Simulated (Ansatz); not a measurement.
**Field gradients at the nuclei in H4NF**

The cell is a Materials Project structure (computed, not necessarily an observed phase), taken as it stands.

Space group R3c:H (No. 161); a = 8.4289, c = 16.0630 Å, γ = 120.00°.

```csv
site,Wyckoff,site symmetry,x,y,z
H1,6a,3.,0.0000,0.0000,0.8061
H3,18b,1,0.1282,0.0355,0.7176
H9,18b,1,0.8919,0.2013,0.3488
H15,18b,1,0.7135,0.9892,0.3290
H21,18b,1,0.7041,0.1852,0.3062
H27,18b,1,0.6917,0.1063,0.4062
N33,6a,3.,0.0000,0.0000,0.7418
N35,18b,1,0.7501,0.1213,0.3474
F41,6a,3.,0.0000,0.0000,0.9183
F43,18b,1,0.3084,0.0924,0.6597
```

One atom of each set is listed; the run and its k-mesh use a cell of 48 atoms with edges of 7.24, 7.24, 7.24 Å.

Method: Kohn–Sham DFT in Ansatz, LDA, plane waves and PAW, scalar-relativistic, 420 eV cutoff, Γ-centred 3×3×3 k-points, Fermi–Dirac smearing 0.02 eV.

C_Q = eQV_zz/h, which is 24.18 MHz for Q = 1 b and V_zz = 10²¹ V/m²; η = (V_xx − V_yy)/V_zz.

²H: I = 1, Q = 2.858 mb; ¹⁴N: I = 1, Q = 20.44 mb. Quadrupole moments are those of Pyykkö's year-2017 table.

Q: Give the quadrupolar parameters of the distinct sites.

A: 

| site | atoms | first shell | V_zz (10²¹ V/m²) | η | C_Q (MHz) |
| --- | --- | --- | --- | --- | --- |
| H1 | 2 | 1 N at 1.03 Å; also 1 F at 1.80 Å | 2.82 | 0.00 | 0.195 |
| H3 | 6 | 1 N at 1.04 Å; also 1 F at 1.64 Å | 2.54 | 0.02 | 0.176 |
| H9 | 6 | 1 N at 1.04 Å; also 1 F at 1.72 Å | 2.67 | 0.02 | 0.185 |
| H15 | 6 | 1 N at 1.04 Å; also 1 F at 1.72 Å | 2.67 | 0.03 | 0.184 |
| H21 | 6 | 1 N at 1.04 Å; also 1 F at 1.68 Å | 2.55 | 0.01 | 0.176 |
| H27 | 6 | 1 N at 1.04 Å; also 1 F at 1.65 Å | 2.51 | 0.01 | 0.173 |
| N33 | 2 | 4 H at 1.03–1.04 Å | 0.70 | 0.00 | 0.344 |
| N35 | 6 | 4 H at 1.04 Å | 0.30 | 0.71 | 0.147 |
| F41 | 2 | 7 N at 2.70–2.99 Å, 3 F at 3.05 Å; also 7 H at 1.68–2.55 Å | 0.77 | 0.00 | – |
| F43 | 6 | 6 N at 2.66–3.05 Å, 1 F at 3.05 Å; also 6 H at 1.64–2.69 Å | 0.66 | 0.57 | – |

An axis of threefold or higher order runs through H1, N33 and F41, so V_zz lies along it and η is zero. At H3, H9, H15, H21 and H27 V_zz points along its bond to N (within 3°) in each case.

F has no stable isotope with a ground-state quadrupole moment in the table, so no C_Q is given.

The largest force is 0.7 eV/Å, so the atoms aren't at the calculated equilibrium and relaxing them would move these values. The lattice is static: at room temperature ammonium may turn and average the couplings of its hydrogen.
